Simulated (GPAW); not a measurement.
Crystal: PbSe (Clausthalite).

```
Pb Se
1.0
     0.00000    3.06065    3.06065
     3.06065    0.00000    3.06065
     3.06065    3.06065    0.00000
Pb Se
1 1
Direct
  0.00000 0.00000 0.00000
  0.50000 0.50000 0.50000
```

Base run:

| Quantity | Value |
| --- | --- |
| Program | GPAW 26.7.0 |
| Functional | BLYP |
| Potentials or basis | PAW data sets generated in the run's folder for this functional |
| Cutoff | 600 eV |
| Basis | pw |
| k mesh | 8 × 8 × 8 |
| Occupations | fermi-dirac, width 0.05 eV |
| Spin | no spin polarisation |

Its results: band gap on the k mesh 0.37 eV, direct; pressure 5.7 GPa.

Q: After a change of settings the same cell gave: band gap on the k mesh 0.14 eV, direct; pressure -2.3 GPa. Which change was it?
A. functional from BLYP to LDA
B. functional from BLYP to SCAN; potentials or basis from PAW data sets generated in the run's folder for this functional to GPAW PAW data sets (gpaw-data 1.2.1)
C. functional from BLYP to PBEsol
D. functional from BLYP to PBEsol; occupations from fermi-dirac, width 0.05 eV to gaussian, width 0.05 eV

A: A.

LDA binds more tightly than BLYP, so the same cell stands under less pressure.

Caveats: spin-orbit coupling is left out, which as a rule narrows the gap of such compounds by several tenths of an eV.

Not every run made on this cell is shown here.
